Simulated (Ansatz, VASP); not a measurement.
**Rh: VASP beside Ansatz**

```
Rh
1.0
     2.69756    0.00000    0.00000
    -1.34878    2.33615    0.00000
     0.00000    0.00000    4.35895
Rh
2
Direct
  0.66667 0.33333 0.75000
  0.33333 0.66667 0.25000
```

Alike in both runs: functional r2SCAN; k mesh 12 × 12 × 4; occupations gaussian, width 0.1 eV; no spin polarisation.

Ansatz relaxed the structure, and its values are those at the end. VASP's run is a single point on that final structure, the one shown.

```csv
,VASP,Ansatz
version,VASP 6.6.1,Ansatz 0.2.0
potentials or method,"VASP PAW PBE potentials, release 64 (Rh_pv)","scalar-relativistic, plane waves, PAW"
plane-wave cutoff (eV),520,500
valence electrons in the cell,30,34
```

```csv
,VASP,Ansatz,Ansatz less VASP
gap on the k mesh at the Fermi level (eV),none,none,-
pressure (GPa),1.3,0.1,-1.23
```

A gap of «none» marks a metal or a gap that the smearing closes. The two sets of potentials don't hold the same shells in valence.

Caveats: the k mesh is coarse (spacing up to 0.36 Å⁻¹), so the values aren't converged; the PAW data sets were made with another functional, which shifts forces and pressure a little (VASP).
